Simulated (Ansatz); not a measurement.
# Y: strong compression

One table from this session's results is given with a row withheld; the runs are named, their logs left out.

Method: DFT PBE, with the methods named in each step, in Ansatz 0.2.0.

## The starting structure

It takes space group P6/mmm (No. 191, hexagonal). The conventional cell has a = 5.648 Å, b = 5.648 Å, c = 3.529 Å, α = 90.00°, β = 90.00°, γ = 120.00°. Y (site symmetry 6/mmm) is surrounded by 14 Y at 3.53 to 3.71 Å. Y (site symmetry -6m2) is surrounded by 11 Y at 3.26 to 3.71 Å.

Structure file:

```
Y
1.0
     5.64788    0.00000    0.00000
    -2.82394    4.89121    0.00000
     0.00000    0.00000    3.52850
Y
3
Direct
  0.00000 0.00000 0.00000
  0.33333 0.66667 0.50000
  0.66667 0.33333 0.50000
```

Whether this phase is the stable one at these pressures isn't tested.

Atoms are numbered in the order of the input: Y1, Y2, Y3.

The first run:

The input, input.yaml:

```yaml
crystal:
  lattice:
    - [5.6478771926, 0.0, 0.0]
    - [-2.8239385963, 4.8912051262, 0.0]
    - [0.0, 0.0, 3.5285048655]
  atoms:
    - { symbol: "Y", position: [0.0, 0.0, 0.0] }
    - { symbol: "Y", position: [0.3333333333, 0.6666666667, 0.5] }
    - { symbol: "Y", position: [0.6666666667, 0.3333333333, 0.5] }
kpoints:
  mp_grid: { grid: [6, 6, 9] }
  band_path:
    path:
      - [0.0, 0.0, 0.0]
      - [0.5, 0.0, 0.0]
      - [0.3333333333, 0.3333333333, 0.0]
      - [0.0, 0.0, 0.0]
      - [0.0, 0.0, 0.5]
      - [0.5, 0.0, 0.5]
      - [0.3333333333, 0.3333333333, 0.5]
      - [0.0, 0.0, 0.5]
      - [0.5, 0.0, 0.5]
    npoints: 14
scf:
  occupations: { method: fermi_dirac, width: 0.08 }
hamiltonian:
  xc: pbe
  pseudopotentials: { kind: all_electron, lapw: { basis_error: 0.001 } }
output:
  forces: true
  stress: true
  eigenvalues: true
  populations: true
  dos: { projected: true, de: 0.2, e_range: [-14, 8] }
```

Command:

```sh
$ ansatz run input.yaml --threads 1 --pin off --max-ram 3072MiB --backend cpu --events-out ev --progress --plain --runs-dir out
```

Among the steps run: The reference volume, LAPW; Volume scaled by 1, crystal datasets; Volume scaled by 1, norm-conserving; Volume scaled by 0.8, LAPW; Volume scaled by 0.7, LAPW; Volume scaled by 0.7, norm-conserving; Volume scaled by 0.5, LAPW; Volume scaled by 0.5, crystal datasets; Volume scaled by 0.4, LAPW; Volume scaled by 0.4, crystal datasets; Volume scaled by 0.4, norm-conserving.

One table of the session follows, with a row left open; its other results are not shown here.

```
              method  volume over the first  volume (Å³/atom)  pressure (GPa)
                LAPW                      1            32.492            0.01
                LAPW                    0.8            25.993           12.23
                LAPW                    0.7            22.744           23.90
                LAPW                    0.5            16.246           77.25
                LAPW                    0.4            12.997          148.18
                 PAW                      1            32.492            0.01
                 PAW                    0.8            25.993           12.23
                 PAW                    0.7            22.744           23.90
                 PAW                    0.5            16.246           77.23
                 PAW                    0.4            12.997          148.11
 PAW (cutoff 300 eV)                    0.4                 ?               ?
PAW (level accurate)                    0.8            25.993           12.23
    crystal datasets                      1            32.492            0.01
    crystal datasets                    0.5            16.246           77.25
    crystal datasets                    0.4            12.997          148.18
     norm-conserving                      1            32.492            0.02
     norm-conserving                    0.7            22.744           23.92
     norm-conserving                    0.4            12.997          148.25
```

Q: Estimate the row for PAW (cutoff 300 eV), 0.4 from the others.

As computed: volume (Å³/atom): 12.997; pressure (GPa): 148.16.

Limits of these values: A fit over so wide a range leans to the high pressures, so B₀ can be off by several per cent. Warnings in the runs' records: crystal datasets made, cutoff below recommended.
